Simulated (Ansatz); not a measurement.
# Mo: the cost of one run

Program: Ansatz 0.2.0. Level of theory: DFT PBE, scalar-relativistic, plane waves, PAW. These are calculated values, not measurements.

1 further run of the same task is left out (set aside as unsound or not needed).

### 1 Starting point

The structure is cubic, space group Im-3m (No. 229). Conventional cell: a = 3.160 Å, b = 3.160 Å, c = 3.160 Å, α = 90.00°, β = 90.00°, γ = 90.00°. Mo (site symmetry m-3m) has 8 Mo at 2.74 Å as nearest neighbours.

As a file:

```xyz
1
Lattice="-1.5802 1.5802 1.5802 1.5802 -1.5802 1.5802 1.5802 1.5802 -1.5802" Properties=species:S:1:pos:R:3 pbc="T T T"
Mo    0.0000    0.0000    0.0000
```

It is the result of an earlier relaxation at this level (volume 15.78 Å³/atom; gap on the mesh: none (metal)).

### 2 The slab

Planes are indexed in the bulk's conventional cell (Im-3m (No. 229)), a = 3.160 Å, b = 3.160 Å, c = 3.160 Å, α = 90.00°, β = 90.00°, γ = 90.00°.

A (100) slab, 6.3 Å thick as cut, with 17 Å of vacuum; its outer planes are Mo (top) and Mo (bottom).

The slab as cut. Layers, bottom to top:

| plane | atoms per cell | height over the lowest (Å) |
| --- | --- | --- |
| 1 | Mo2 | 0.00 |
| 2 | Mo2 | 1.58 |
| 3 | Mo2 | 3.16 |
| 4 | Mo2 | 4.74 |
| 5 | Mo2 | 6.32 |

### 3 Relaxing the clean slab

Input file input.yaml:

```yaml
crystal:
  lattice:
    - [4.4695390375, 0.0, 0.0]
    - [0.0, 4.4695390375, 0.0]
    - [0.0, 0.0, 23.3208827244]
  atoms:
    - { symbol: Mo, position: [0.0, 0.5, 0.3644802] }
    - { symbol: Mo, position: [0.5, 0.0, 0.3644802] }
    - { symbol: Mo, position: [0.0, 0.0, 0.4322401] }
    - { symbol: Mo, position: [0.5, 0.5, 0.4322401] }
    - { symbol: Mo, position: [0.0, 0.5, 0.5] }
    - { symbol: Mo, position: [0.5, 0.0, 0.5] }
    - { symbol: Mo, position: [0.0, 0.0, 0.5677599] }
    - { symbol: Mo, position: [0.5, 0.5, 0.5677599] }
    - { symbol: Mo, position: [0.0, 0.5, 0.6355198] }
    - { symbol: Mo, position: [0.5, 0.0, 0.6355198] }
basis:
  ecutwfc: 420
kpoints:
  mp_grid: { grid: [7, 7, 1] }
hamiltonian:
  xc: pbe
scf:
  occupations: { method: gaussian, width: 0.1 }
output:
  forces: true
  eigenvalues: true
relax:
  adjacent_minimum: "off"
  f_tol: 0.03
  max_steps: 70
  constraints: [{ sites: [0, 1, 2, 3] }]
efield:
  axis: 3
  dipole_correction: true
```

Run with:

```bash
$ ansatz run input.yaml --threads 2 --pin off --max-ram 5120MiB --backend cpu --events-out ev --progress --plain --runs-dir out
```

**Question.** How long does this run take on 2 threads of Intel Xeon Platinum 8259CL at 2.50GHz (Skylake/Cascade Lake), shared host, and how much memory does it need?

About 1.7 min, with a peak of 0.92 GiB.
